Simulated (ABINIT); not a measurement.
The system is KBr.

```
CELL_PARAMETERS angstrom
4.04350 0.00000 0.00000
0.00000 4.04350 0.00000
0.00000 0.00000 4.04350
ATOMIC_POSITIONS crystal
Br 0.50000 0.50000 0.50000
K 0.00000 0.00000 0.00000
```

Measurements of this composition are mostly on another form, of space group No. 225.

| Item | Value |
| --- | --- |
| Program | ABINIT 10.8.3 (patched build) |
| Task | single point |
| Functional | PBE |
| Potentials or basis | JTH PAW PBE v2.0 |
| Cutoff | 544 eV |
| k mesh | 7 × 7 × 7 |
| Occupations | fermi-dirac, width 0.05 eV |
| Spin | no spin polarisation |

On this cell: pressure 0.0 GPa; largest force zero by symmetry; band gap on the k mesh 3.88 eV, indirect (least direct gap 4.12 eV).

The same run follows on a disturbed copy (atoms moved at random, drawn with an rms of 0.05 Å):

```
Br K
1.0
     4.04350    0.00000    0.00000
     0.00000    4.04350    0.00000
     0.00000    0.00000    4.04350
Br K
1 1
Direct
  0.50038 0.49474 0.50228
  0.99884 0.99978 0.97651
```

Task: What changes?

Result: The energy moves by +1.6 meV/atom; pressure 0.0 GPa; largest force 0.059 eV/Å; band gap on the k mesh 3.89 eV, indirect (least direct gap 4.12 eV).

Forces on the atoms (eV/Å):
```
Br  -0.004  0.012 -0.058
K    0.004 -0.012  0.058
```

Caveats: an odd mesh through Γ misses points on the zone boundary, where band edges often lie.
